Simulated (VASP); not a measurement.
BH3, 4 atoms in the cell. The cell holds a molecule in a box, 4 atoms: a = 11.000 Å, b = 11.000 Å, c = 11.000 Å, α = 90.00°, β = 90.00°, γ = 90.00°. 

- Program: VASP 6.6.1
- Task: single point
- Functional: PBE
- Potentials or basis: VASP PAW PBE potentials, release 64 (B_h, H_h)
- Cutoff: 900 eV
- k mesh: 1 × 1 × 1
- Occupations: gaussian, width 0.01 eV
- Spin: no spin polarisation
- Further INCAR settings: ALGO = Normal; EDIFF = 1e-06

Potentials or basis: VASP PAW PBE potentials, release 64 (B_h, H_h).

Command:

```console
$ cat potpaw_PBE.64/B_h/POTCAR potpaw_PBE.64/H_h/POTCAR > POTCAR
$ mpirun -np 1 vasp_gam > vasp.out
```

Hardware: 1 thread of Intel(R) Xeon(R) Platinum 8488C (Sapphire Rapids), with other jobs on the host.

**Question.** How long does it take, and how much memory?

**Answer.** It took 2.8 min on 1 thread of Intel(R) Xeon(R) Platinum 8488C (Sapphire Rapids), on a shared host, peak memory 1.7 GiB. Counts: scf iterations 20, k points 1.
